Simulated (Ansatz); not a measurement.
## HgTe (Coloradoite) under changes of volume

One of the cells (33.215 Å³/atom); the others are scaled copies at fixed shape and fractional positions:

```
Hg Te
1.0
     0.00000    3.21450    3.21450
     3.21450    0.00000    3.21450
     3.21450    3.21450    0.00000
Hg Te
1 1
Direct
  0.00000 0.00000 0.00000
  0.75000 0.75000 0.75000
```

```yaml
Program: Ansatz 0.2.0
Functional: PBEsol
Potentials_or_basis: all-electron LAPW, scalar-relativistic
Cutoff: 282 eV (chosen from the basis error)
Basis_error_allowed: 0.0005 eV/atom
k_mesh: 7 × 7 × 7
Occupations: fermi-dirac, width 0.05 eV
Spin: no spin polarisation
```

```tsv
volume (Å³/atom)	energy over the lowest point (meV/atom)	pressure (GPa)
31.223	50.38	5.4
31.887	?	?
32.551	16.40	2.9
33.215	6.86	1.8
33.880	1.55	0.8
34.544	0.00	0.0
35.208	1.80	-0.8
```

Question: What does the run at 31.887 Å³/atom give?

Answer: Energy over the lowest point 30.70 meV/atom; pressure 4.1 GPa.

Worked out: A Birch-Murnaghan fit of order 3 (a polynomial in V^(-2/3)) to the other rows has its minimum at 34.51 Å³/atom with B0 = V·E''(V) = 42 GPa and B' = 5.1. It gives 30.71 meV/atom at 31.887 Å³/atom, against the run's 30.70, and -dE/dV = 4.1 GPa, against 4.1.

Energies are extrapolated to zero smearing.
